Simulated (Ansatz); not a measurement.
Runs of Ansatz 0.2.0 on BAs. Symmetry: F-43m, No. 216, cubic system. The conventional cell has a = 4.777 Å, b = 4.777 Å, c = 4.777 Å, α = 90.00°, β = 90.00°, γ = 90.00°. As (site symmetry -43m) is surrounded by 4 B at 2.07 Å. B (site symmetry -43m) is surrounded by 4 As at 2.07 Å. 

| task | level | cell | cutoff (eV) | smearing | gap on the mesh (eV) | pressure (GPa) | relaxed volume (Å³/atom) |
| --- | --- | --- | --- | --- | --- | --- | --- |
| single point | PBE | as given | 315 | gaussian 0.022 eV | 1.19 | (b) | - |
| relaxation of cell and atoms | PBE+D4 | relaxed | - | fermi-dirac 0.05 eV | (c) | 0.0 | 13.46 |
| relaxation of cell and atoms | revPBE+D3(BJ) | relaxed | - | fermi-dirac 0.05 eV | 1.18 | 0.0 | (a) |
| band structure | BLYP | as given | 316 | fermi-dirac 0.05 eV | 1.41 | 7.9 | - |

Alike in all rows: potentials or basis all-electron LAPW, scalar-relativistic; no spin polarisation; k mesh 10 × 10 × 10; basis error allowed 0.001 eV/atom.

Task: Fill in the values left out.

Result: (a) 13.32; (b) 2.7; (c) 1.17.

A k mesh can miss the band edges, and the runs leave out spin-orbit coupling on As.
